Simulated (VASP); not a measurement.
# CuAu: relaxation of cell and atoms with LDA

The system is CuAu.

```
CELL_PARAMETERS angstrom
2.89203 0.00000 0.00000
0.00000 2.89203 0.00000
0.00000 0.00000 3.58760
ATOMIC_POSITIONS crystal
Cu 0.50000 0.50000 0.50000
Au 0.00000 0.00000 0.00000
```

```
Program                : VASP 6.6.1
Task                   : relaxation of cell and atoms
Functional             : LDA
Potentials or basis    : VASP PAW LDA potentials, release 64 (Cu, Au)
Cutoff                 : 600 eV
k mesh                 : 14 × 14 × 12
Occupations            : gaussian, width 0.1 eV
Spin                   : no spin polarisation
Dipole correction      : no
Further INCAR settings : ALGO = Fast; EDIFF = 1e-07; IBRION = 2; EDIFFG = -0.005; NSW = 70; ISIF = 3
```

```yaml
Relaxed_volume: 13.82 Å³/atom
Relaxed_cell: a = 2.813 Å, b = 2.813 Å, c = 3.492 Å, α = 90.00°, β = 90.00°, γ = 90.00°
Space_group_after_relaxing_to_0.05_Å: P4/mmm (No. 123)
Energy_gained_by_relaxing: 49.5 meV/atom
Ionic_steps: 10
Pressure_after_relaxing: 0.0 GPa
Band_gap_on_the_k_mesh: none (metal or under the smearing width)
```

Step by step:
```tsv
step	energy change (eV)	largest force (eV/Å)	pressure (GPa)	volume (Å³)
1	0.0000	0.0000	-12.38	30.01
2	0.0510	0.0000	21.90	25.25
3	-0.0989	0.0000	-0.25	27.70
4	-0.0989	0.0000	-0.20	27.66
5	-0.0982	0.0000	1.32	27.47
6	-0.0989	0.0000	0.81	27.61
7	-0.0981	0.0000	-1.43	27.86
8	-0.0989	0.0000	-0.07	27.67
9	-0.0989	0.0000	-0.20	27.67
10	-0.0989	0.0000	0.01	27.64
```

Final structure:
```xyz
2
Lattice="2.8132 0.0000 0.0000 0.0000 2.8132 0.0000 0.0000 0.0000 3.4925" Properties=species:S:1:pos:R:3 pbc="T T T"
Cu    1.4066    1.4066    1.7462
Au    2.8132    0.0000    3.4925
```

Levels at points of the mesh, in eV from the Fermi level:
```csv
k point,band 7,band 8,band 9,band 10,band 11,band 12,band 13,band 14,band 15
"(0.00, 0.00, 0.00)",-2.93,-2.22,-1.79,-1.56,-1.56,2.82,9.45,9.45,9.53
"(0.50, 0.00, 0.00)",-3.25,-3.25,-2.69,-2.46,-1.12,-0.35,10.29,10.40,12.23
"(0.50, 0.50, 0.00)",-1.87,-1.83,-1.40,-1.40,0.19,0.19,4.97,6.89,10.60
"(0.00, 0.00, 0.50)",-3.46,-2.94,-2.63,-2.63,-2.43,-2.24,14.19,14.60,14.60
"(0.50, 0.00, 0.50)",-2.04,-1.94,-1.64,-1.56,-1.24,-1.23,2.84,4.83,15.64
"(0.50, 0.50, 0.50)",-3.14,-2.31,-1.86,-1.82,5.19,5.62,5.62,6.15,6.81
```

Run time: 6.4 min on 1 thread of Intel(R) Xeon(R) Platinum 8559C (Emerald Rapids), with other jobs on the host, peak memory 0.29 GiB.

The run has no spin-orbit coupling, so splittings on Au are missing. LDA usually gives volumes a few per cent too small.
